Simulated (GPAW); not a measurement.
Crystal: ZnS (Wurtzite-2H).

```
Zn S
1.0
     3.81100    0.00000    0.00000
    -1.90550    3.30042    0.00000
     0.00000    0.00000    6.23400
Zn S
2 2
Direct
  0.66667 0.33333 0.50000
  0.33333 0.66667 0.00000
  0.66667 0.33333 0.88500
  0.33333 0.66667 0.38500
```

Program: GPAW 26.7.0. Alike in all runs: no spin polarisation; cell as given; smearing fermi-dirac 0.05 eV.

Order these runs on this cell by their band gap on the k mesh, lowest first.
A. level TASK; potentials or basis GPAW PAW data sets (gpaw-data 1.2.1), pw; k mesh 6 × 6 × 3; cutoff (eV) 600; maxiter 150; band path GMKGALHA,LM,KH; band points 60
B. level LDA; potentials or basis the program's PAW data sets (release 1.2.1) made for this functional, pw; k mesh 7 × 7 × 4; cutoff (eV) 450; maxiter 120; convergence default
C. level r2SCAN; potentials or basis GPAW PAW data sets (gpaw-data 1.2.1), pw; k mesh 6 × 6 × 3; cutoff (eV) 600; maxiter 150; band path GMKGALHA,LM,KH; band points 80
D. level BEEF-vdW; potentials or basis GPAW PAW data sets (gpaw-data 1.2.1), pw; k mesh 6 × 6 × 3; cutoff (eV) 600; maxiter 150; band path GMKGALHA,LM,KH; band points 60
E. level C09-vdW; potentials or basis GPAW PAW data sets (gpaw-data 1.2.1), pw; k mesh 6 × 6 × 3; cutoff (eV) 600; maxiter 150; band path GMKGALHA,LM,KH; band points 80

B (1.99 eV), E (2.20 eV), D (2.46 eV), C (2.82 eV), A (3.97 eV).

Caveats: an odd mesh through Γ misses points on the zone boundary, where band edges often lie (some runs).

Not every run made on this cell is shown here.
